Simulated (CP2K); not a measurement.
Runs of CP2K 2026.2 on KI. Symmetry: Fm-3m, No. 225, cubic system. The conventional cell has a = 7.066 Å, b = 7.066 Å, c = 7.066 Å, α = 90.00°, β = 90.00°, γ = 90.00°. I (site symmetry m-3m) is surrounded by 6 K at 3.53 Å. Around K (site symmetry m-3m) lie 6 I at 3.53 Å. 

| task | level | potentials or basis | smearing | EPS_DEFAULT | NGRIDS | points a segment of the path (NPOINTS) | bands added on the path | CUTOFF of the grids | gap on the mesh (eV) | pressure (GPa) |
| --- | --- | --- | --- | --- | --- | --- | --- | --- | --- | --- |
| band structure | TB-mBJ | POTENTIAL_UZH I GTH-PBE-q7, K GTH-PBE-q9; TZVP-MOLOPT-PBE-GTH basis | fermi-dirac 0.1 eV | 1.0E-10 | 4 | 6 | 4 | 675 Ry | 4.45 | - |
| band structure | r2SCAN | POTENTIAL_UZH I GTH-SCAN-q7, K GTH-SCAN-q9; TZVP-MOLOPT-SCAN-GTH basis | fermi-dirac 0.01 eV | 1.0E-10 | 4 | 10 | 4 | 675 Ry | 4.57 | (b) |
| band structure | LDA | GTH_POTENTIALS I GTH-PADE-q7, K GTH-PADE-q9; TZVP-MOLOPT-PBE-GTH basis | fermi-dirac 0.0259 eV | 1.0E-10 | 5 | 8 | 4 | 450 Ry | (a) | -1.4 |
| band structure | PBEsol | POTENTIAL_UZH I GTH-PBE-q7, K GTH-PBE-q9; TZVP-MOLOPT-PBE-GTH basis | fermi-dirac 0.1 eV | 1.0E-9 | 5 | 6 | 6 | 450 Ry | 3.75 | -0.2 |

Alike in all rows: no spin polarisation; cell as given; k mesh 7 × 7 × 7.

Task: Fill in the values left out.

Result: (a) 3.65; (b) 0.2.

Caveats: spin-orbit coupling is left out, which moves the levels of the heavy elements; the basis of atomic orbitals isn't converged, which shifts pressures, moduli and gaps; the potentials were made for another functional, which shifts forces and pressure (some runs); this is a model potential without an energy functional, so only levels have meaning (some runs).

A k mesh can miss the band edges, and the runs leave out spin-orbit coupling on I.
